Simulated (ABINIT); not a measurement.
Runs of ABINIT 10.8.3 (patched build) on ZrB2. It takes space group P6/mmm (No. 191, hexagonal). The conventional cell has a = 3.170 Å, b = 3.170 Å, c = 3.533 Å, α = 90.00°, β = 90.00°, γ = 120.00°. Zr (site symmetry 6/mmm) has 12 B at 2.54 Å as nearest neighbours. Around B (site symmetry -6m2) lie 3 B at 1.83 Å. 

```tsv
task	level	potentials or basis	cell	k mesh	cutoff (eV)	cell freedom (optcell)	optimiser (ionmov)	cutoff smearing ecutsm (Ha)	force stop (Ha/bohr)	fine-grid cutoff	gap on the mesh (eV)	pressure (GPa)	relaxed volume (Å³/atom)
relaxation of cell and atoms	PBE	PseudoDojo NC SR PBE v0.4.1 standard	relaxed	8 × 8 × 6	1034	2	2	0.5	2e-05	-	none	0.0	10.28
relaxation of cell and atoms	LDA	JTH PAW LDA v2.0	relaxed	8 × 8 × 6	463	2	2	0.5	2e-05	925.187 eV	none	0.0	9.89
optical spectrum	LDA	PseudoDojo NC SR LDA v0.4 stringent	as given	12 × 12 × 8, shifted	925	-	-	-	-	-	-	-8.9	-
single point	LDA	PseudoDojo NC SR LDA v0.4 stringent	as given	8 × 8 × 6	925	-	-	-	-	-	none	-8.9	-
single point	PBEsol	PseudoDojo NC SR PBEsol v0.4.1 standard	as given	8 × 8 × 6	925	-	-	-	-	-	none	(a)	-
```

Alike in all rows: no spin polarisation; smearing fermi-dirac 0.05 eV.

Question: Estimate the missing entries.

Answer: (a) -3.9.

Caveats: the intraband (Drude) term is left out (some runs); spectra need much finer meshes, so this one isn't converged (some runs).

A k mesh can miss the band edges, and the runs leave out spin-orbit coupling on Zr.

A gap of «none» marks a metal or a gap under the smearing width.

Not every run made on this cell is shown here.
